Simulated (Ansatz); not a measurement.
## NiGe: relaxed-ion elastic tensor

Theory: DFT PBE, scalar-relativistic, plane waves, PAW (Ansatz). Settings: 420 eV plane-wave cutoff, Γ-centred 8×12×8 mesh, Fermi-Dirac smearing of 0.15 eV. No spin polarisation.

The cell, relaxed at this level:
```yaml
crystal:
  lattice:
    - [5.37824, 0.00000, 0.00000]
    - [0.00000, 3.49091, 0.00000]
    - [0.00000, 0.00000, 5.86193]
  atoms:
    - { symbol: Ni, position: [0.99430, 0.75000, 0.19144] }
    - { symbol: Ni, position: [0.00570, 0.25000, 0.80856] }
    - { symbol: Ni, position: [0.50570, 0.25000, 0.69144] }
    - { symbol: Ni, position: [0.49430, 0.75000, 0.30856] }
    - { symbol: Ge, position: [0.80969, 0.75000, 0.58736] }
    - { symbol: Ge, position: [0.19031, 0.25000, 0.41264] }
    - { symbol: Ge, position: [0.69031, 0.25000, 0.08736] }
    - { symbol: Ge, position: [0.30969, 0.75000, 0.91264] }
```

It was relaxed at this level from a cell as deposited in COD. In a metal, frequencies and elastic constants depend on the k mesh and the smearing, soft modes and shear constants most.

(1) Give the relaxed-ion elastic constants (GPa, Voigt order xx yy zz yz xz xy, on the Cartesian axes of the cell above).

(2) Is the crystal stable against homogeneous strain?

(3) And the moduli of a polycrystal (Hill averages)?

Answers

(1)
```
196.2 136.0  98.9   0.0   0.0   0.0
135.9 168.9  99.9   0.0   0.0   0.0
 98.8  99.8 164.3   0.0   0.0   0.0
  0.0   0.0   0.0  62.5   0.0   0.0
  0.0   0.0   0.0   0.0 100.7   0.0
  0.0   0.0   0.0   0.0   0.0 102.2
```

(2) Yes: the least eigenvalue of the tensor is 44.7 GPa.

(3) B = 132 GPa, G = 57 GPa, E = 149 GPa, ν = 0.31.
